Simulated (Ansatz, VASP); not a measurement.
One calculation of TiO, two programs

```
Ti O
1.0
     0.00000    2.28960    2.28960
     2.28960    0.00000    2.28960
     2.28960    2.28960    0.00000
Ti O
1 1
Direct
  0.00000 0.00000 0.00000
  0.25000 0.25000 0.25000
```

Alike in both runs: functional PBEsol; k mesh 8 × 8 × 8; occupations gaussian, width 0.1 eV; collinear spin.

Ansatz relaxed the structure, and its values are those at the end. VASP's run is a single point on that final structure, the one shown.

|  | VASP | Ansatz |
| --- | --- | --- |
| version | VASP 6.6.1 | Ansatz 0.2.0 |
| potentials or method | VASP PAW PBE potentials, release 64 (Ti_sv, O) | scalar-relativistic, plane waves, PAW |
| plane-wave cutoff (eV) | 520 | 420 |
| valence electrons in the cell | 18 | 18 |

VASP gave:

```
gap on the k mesh at the Fermi level (eV)                     : none
pressure (GPa)                                                : 0.7
net moment per atom (μB)                                      : 0.00
size of the moment on the site where the two differ most (μB) : 0.00
```

Task: Estimate Ansatz's values.

Result: gap on the k mesh at the Fermi level (eV): none; pressure (GPa): 0.1; net moment per atom (μB): 0.09; size of the moment on the site where the two differ most (μB): 0.12.

Site moments also hang on the region over which each program counts them. A gap of «none» marks a metal or a gap that the smearing closes.

Caveats: the PAW data sets were made with another functional, which shifts forces and pressure a little (VASP); semilocal functionals often make such compounds metallic where correlation or magnetic order opens a gap, which also shifts bond lengths.
